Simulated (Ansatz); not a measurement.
# W (Tungsten): the cost of one run

Method: DFT PBE, scalar-relativistic, plane waves, PAW, in Ansatz 0.2.0.

## 1. The starting structure

Symmetry: Im-3m, No. 229, cubic system. Conventional cell: a = 3.184 Å, b = 3.184 Å, c = 3.184 Å, α = 90.00°, β = 90.00°, γ = 90.00°. Around W (site symmetry m-3m) lie 8 W at 2.76 Å.

As a file:

```cif
data_structure
_symmetry_space_group_name_H-M 'P 1'
_symmetry_Int_Tables_number 1
_cell_length_a 2.7570
_cell_length_b 2.7570
_cell_length_c 2.7570
_cell_angle_alpha 109.471
_cell_angle_beta 109.471
_cell_angle_gamma 109.471
_cell_volume 16.13
loop_
_atom_site_label
_atom_site_type_symbol
_atom_site_fract_x
_atom_site_fract_y
_atom_site_fract_z
_atom_site_occupancy
W1 W 0.00000 0.00000 0.00000 1
```

This cell was relaxed beforehand with the same method: volume 16.13 Å³/atom, gap on the mesh none (metal).

## 2. Cutting the slab

Planes are indexed in the bulk's conventional cell (Im-3m (No. 229)), a = 3.184 Å, b = 3.184 Å, c = 3.184 Å, α = 90.00°, β = 90.00°, γ = 90.00°.

A (110) slab, 6.8 Å thick as cut, with 17 Å of vacuum, in a 2×1 surface cell; its outer planes are W (top) and W (bottom).

The slab as cut. Its planes from the bottom up:

```tsv
plane	atoms per cell	height over the lowest (Å)
1	W2	0.00
2	W2	2.25
3	W2	4.50
4	W2	6.75
```

## 3. Relaxing the clean slab

Contents of input.yaml:

```yaml
crystal:
  lattice:
    - [5.514079678, 0.0, 0.0]
    - [-0.9190132797, 2.5993620882, 0.0]
    - [0.0, 0.0, 23.753340806]
  atoms:
    - { symbol: W, position: [0.25, 0.5, 0.3578444005] }
    - { symbol: W, position: [0.75, 0.5, 0.3578444005] }
    - { symbol: W, position: [0.5, 0.0, 0.4526148002] }
    - { symbol: W, position: [0.0, 0.0, 0.4526148002] }
    - { symbol: W, position: [0.75, 0.5, 0.5473851998] }
    - { symbol: W, position: [0.25, 0.5, 0.5473851998] }
    - { symbol: W, position: [0.0, 0.0, 0.6421555995] }
    - { symbol: W, position: [0.5, 0.0, 0.6421555995] }
basis:
  ecutwfc: 420
kpoints:
  mp_grid: { grid: [6, 11, 1] }
hamiltonian:
  xc: pbe
scf:
  occupations: { method: gaussian, width: 0.1 }
output:
  forces: true
  eigenvalues: true
  write_density: true
  write_potential: true
  elf: true
  volumetric_format: npy
relax:
  adjacent_minimum: "off"
  f_tol: 0.03
  max_steps: 70
  constraints: [{ sites: [0, 1, 2, 3] }]
efield:
  axis: 3
  dipole_correction: true
```

On the command line:

```console
$ ansatz run input.yaml --threads 2 --pin off --max-ram 5120MiB --backend cpu --events-out ev --progress --plain --runs-dir out
```

Q: Estimate wall time and peak memory on 2 threads of Arm Neoverse V1, shared host.

About 4 min, with a peak of 0.92 GiB.
